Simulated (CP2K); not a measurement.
Runs of CP2K 2026.2 on BaTiO3. The typed cell holds 10 atoms: a = 4.000 Å, b = 4.000 Å, c = 8.036 Å, α = 90.00°, β = 90.00°, γ = 90.00°. 

```tsv
level	cutoff of the non-local correlation (Ry)	gap on the mesh (eV)	pressure (GPa)	largest force (eV/Å)
BLYP	-	2.03	11.4	-
AM05	-	1.97	1.2	0.95
PBEsol	-	1.97	0.3	0.97
optB88-vdW	300	2.01	4.7	1.04
LDA	-	(b)	-3.2	(a)
M06-L	-	2.21	6.1	-
```

Alike in all rows: task band structure; potentials or basis POTENTIAL_UZH Ba GTH-PBE-q10, Ti GTH-PBE-q12, O GTH-PBE-q6; DZVP-MOLOPT-PBE-GTH basis; no spin polarisation; cell as given; k mesh 5 × 5 × 3; smearing fermi-dirac 0.05 eV.

**Question.** Fill in the values left out.

**Answer.** (a) 0.98; (b) 1.94.

Caveats: the potentials were made for another functional, which shifts forces and pressure; spin-orbit coupling is left out, which moves the levels of the heavy elements; the mesh misses the band edges, which the band path finds closer together; the basis of atomic orbitals isn't converged, which shifts pressures, moduli and gaps; the forces don't sum to zero, a sign of grid noise (some runs).

A k mesh can miss the band edges, and the runs leave out spin-orbit coupling on Ba.

Runs at the PBE level aren't shown here.
